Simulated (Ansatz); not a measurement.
# A decomposition energy, worked out: Li2H3

All numbers below come from Ansatz, DFT PBE, scalar-relativistic, plane waves, PAW. Settings: cutoff 420 eV, Γ-centred meshes spaced at most about 0.3 Å⁻¹, and about 0.25 Å⁻¹ or finer for metals (2π included), Gaussian smearing. No spin polarisation.

Energies over the elements count from the elements' standard structures at the same level (H₂ as a molecule), with no fitted energy shifts.

Temperature and zero-point effects are left out. With hydrogen, zero-point motion can shift formation energies by some tens of meV/atom.

A trial structure of Li2H3 (reached from: Ba2Bi3 type (Immm); relaxed: space group Immm (No. 71), a = 2.923 Å, b = 4.853 Å, c = 5.016 Å) has a formation energy of 0.078 eV/atom. At its composition the lowest mixture among the elements and 1 reference phase computed alike (others may be missing) consists of these:

```
      phase         source  ΔE_f (eV/atom)
   H2 (gas)        element           0.000
LiH (Fm-3m)  textbook type          -0.417
```

**Question.** Write the balanced decomposition and find its energy per atom, per formula unit and per mole of formula units.

**Answer.** Balancing Li and H gives 2 Li2H3 → H2 + 4 LiH. The left side holds 10 atoms, and the products take 2/10 (H2) and 8/10 (LiH) of them. The mixture therefore lies at 2/10 × (0.000) + 8/10 × (-0.417) = -0.334 eV/atom. The reaction energy is -0.334 − (0.078) = -0.412 eV/atom. Times 5 atoms that is -2.060 eV per Li2H3, and times 96.485 it is -199 kJ per mole of Li2H3. Decomposition is downhill, so the trial structure is unstable against this mixture. Entropy of the gas would favour the products further at finite temperature.
